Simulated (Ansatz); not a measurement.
**SiC: the cell at several levels of theory**

The task here is to estimate one member of a computed series from the others.

The runs shown are made with Ansatz 0.2.0. PAW datasets, plane waves, zero pressure. Computed at 0 K without zero-point motion; spin polarisation is off.

## The cell

This is the cell as the run starts from it, not yet at rest; its lengths are not the crystal's.

It is cubic, F-43m (No. 216); conventional cell a = 4.183 Å, 9.15 Å³ an atom. Around Si lie 4 C at 1.81 Å; around C lie 4 Si at 1.81 Å.

Coordinates:

```
CELL_PARAMETERS angstrom
0.00000 2.09174 2.09174
2.09174 0.00000 2.09174
2.09174 2.09174 0.00000
ATOMIC_POSITIONS crystal
Si 0.00000 0.00000 0.00000
C 0.25000 0.25000 0.25000
```

Set-up of the first run:

input.yaml

```yaml
crystal:
  lattice:
    - [0.0, 2.0917400253, 2.0917400253]
    - [2.0917400253, 0.0, 2.0917400253]
    - [2.0917400253, 2.0917400253, 0.0]
  atoms:
    - { symbol: Si, position: [0.0, 0.0, 0.0] }
    - { symbol: C, position: [0.25, 0.25, 0.25] }
kpoints:
  mp_grid: { grid: [10, 10, 10] }
hamiltonian:
  xc: pbe
scf:
  occupations: { method: fermi_dirac, width: 0.02 }
relax:
  f_tol: 0.005
  cell: {}
output:
  write_density: true
  write_potential: true
  elf: true
  volumetric_format: npy
```

Command:

```
> ansatz run input.yaml --threads 4 --pin off --max-ram 7372MiB --backend cpu --events-out ev --progress --plain --runs-dir out
```

Steps of the session up to this table: Relaxing with PBE; Relaxing with r2SCAN; PBEsol: cell and atoms; LDA: cell and atoms; HSE06: cell and atoms.

One of the session's tables, all rows but one given; the rest of the session is left out.

```
 level  a (Å)  volume (Å³/atom)
   PBE      ?                 ?
r2SCAN  4.356            10.332
PBEsol  4.357            10.338
   LDA  4.329            10.141
 HSE06  4.349            10.284
```

Q: Estimate the row for PBE from the others.

As computed: a (Å): 4.380; volume (Å³/atom): 10.500. In the column «a (Å)» it is the highest.

**Reading.** From the start to the first minimum the volume moved by +14.7 %. The volume runs from LDA (least) to PBE (most), a spread of 3.5 %, or 1.2 % in length if all axes shared it alike. A measured a is 4.3589 Å (powder; quoted in “On-Demand CMOS-Compatible Fabrication of Ultrathin Self-Aligned SiC Nanowire Arrays”, 2018, pmc:6267454); the misses are PBE +0.5 %, r2SCAN -0.1 %, PBEsol -0.0 %, LDA -0.7 %, HSE06 -0.2 %. The calculation is for a static lattice, without the thermal expansion and zero-point motion that a measured cell holds. The meshes differ: PBE 10×10×10, r2SCAN 10×10×10, PBEsol 10×10×10, LDA 10×10×10, HSE06 6×6×6.

**Measured values.**

“On-Demand CMOS-Compatible Fabrication of Ultrathin Self-Aligned SiC Nanowire Arrays”, 2018, pmc:6267454 quotes, for a powder of SiC: lattice constant a 4.3589 Å.
